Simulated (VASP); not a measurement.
Here is a VASP 6.6.1 calculation.

INCAR

```
SYSTEM = H8CO6
PREC = Accurate ; ENCUT = 520
EDIFF = 1E-7 ; ISMEAR = -1
SIGMA = 0.05 ; LREAL = Auto
LASPH = .TRUE. ; NELM = 80
ALGO = Normal ; ISIF = 2
LWAVE = .FALSE. ; LCHARG = .FALSE.
GGA = PE ; IVDW = 12
NBANDS = 37
```

File KPOINTS:

```
Automatic mesh
0
G
  1 1 1
  0 0 0
```

The input POSCAR:

```
H8CO6
1.0
    5.2990860000      0.0000000000      0.0000000000
    0.0000000000      5.2990860000      0.0000000000
    0.0000000000      0.0000000000      5.2990860000
O H C
6 8 1
Direct
    0.8586197695      0.9251218040      0.6216543759
    0.6070480834      0.6323543343      0.3506265043
    0.2960510548      0.7714349229      0.9260276206
    0.5637764701      0.2607430791      0.8634319201
    0.0065860414      0.3550423601      0.5008410884
    0.3237916878      0.1008287090      0.3382281397
    0.7610746457      0.8234438920      0.4957081278
    0.9832072927      0.8244251933      0.6905530501
    0.6330148256      0.5696454068      0.1870322542
    0.6016697974      0.4918395361      0.4707981716
    0.3569672204      0.5921398520      0.9146105574
    0.3143749696      0.7984018376      1.1173813748
    0.4674768441      0.1098302613      0.9415586009
    0.6738331856      0.1494408658      0.7547150584
    0.1387409074      0.1890892127      0.4378679644
```

Potentials or basis: VASP PAW PBE potentials, release 64 (O, H, C).

The run is started by

```console
$ cat potpaw_PBE.64/O/POTCAR potpaw_PBE.64/H/POTCAR potpaw_PBE.64/C/POTCAR > POTCAR
$ mpirun -np 1 vasp_gam > vasp.out
```

Problem. What does it give for the pressure?

Solution. 0.4 GPa.

Problem. Predict the largest force.

Solution. 3.219 eV/Å.

Problem. Estimate the band gap on the k mesh.

Solution. 4.36 eV, direct.

Problem. What does it give for the dispersion energy per atom?

Solution. -0.045 eV.

Forces in eV/Å, atoms in the order of the input:
```
O   -1.636  1.630 -1.088
O   -0.960  0.536  1.718
O    0.433 -1.064  1.988
O   -0.656 -1.889  0.417
O   -0.342  0.510  0.338
O   -1.756 -0.536  0.971
H    0.029 -0.214 -0.063
H    2.106 -1.838  1.597
H    0.566 -1.116 -1.670
H    0.015 -0.013 -0.375
H   -0.287  0.883 -0.488
H   -0.416 -0.065 -1.705
H    0.647  1.765 -0.712
H    0.097  0.661  0.332
C    2.160  0.750 -1.260
```

Caveat: the standard files for N, O and F lose accuracy on very short bonds. PBE gaps usually lie below the measured ones, often by a third to a half.
